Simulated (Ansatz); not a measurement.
# NiSi: strain energy, fitted

NiSi, Pmmn, a = 2.995 Å, b = 3.235 Å, c = 4.672 Å. This isn't the usual stable structure of the compound. Ansatz: PBEsol, PAW, 420 eV, Γ-centred 18×16×12 mesh on 4 atoms, Gaussian smearing 0.10 eV; no spin polarisation. Series: biaxial strain in the a-b plane, c and atoms relaxed; x is the strain in per cent. y is the free energy over the unstrained cell, V0 = 11.315 Å³/atom.

```tsv
x (%)	y (meV/atom)
-4.5	?
-3.0	22.55
-1.5	5.68
0.0	0.00
1.5	5.04
3.0	20.00
4.5	43.56
```

**Question.** Fit y = c2 x² + c3 x³ to the other rows, turn c2 into a modulus, and predict the missing energy.

**Answer.** Least squares on the rows shown. y = 2.3655 x² − 0.047686 x³. In eV per unit strain² c2 is 23.66; M is the biaxial modulus (E = M V0 ε²): 23.66 × 160.2 / (11.315) = 335 GPa. The unstrained cell keeps some stress along the strain, worth a slope of -0.09 meV/atom per %, which the form leaves out. At x = -4.5 the fit asked for gives 52.25 meV/atom. The run gave 51.77 meV/atom, so the fit is 0.48 meV/atom too high, 0.93 % of the span of the series, against an rms of 0.10 meV/atom on the fitted rows. The row lies outside the fitted range. With a term in x⁴ added, a fit to the same known rows predicts 52.24 meV/atom, no real gain.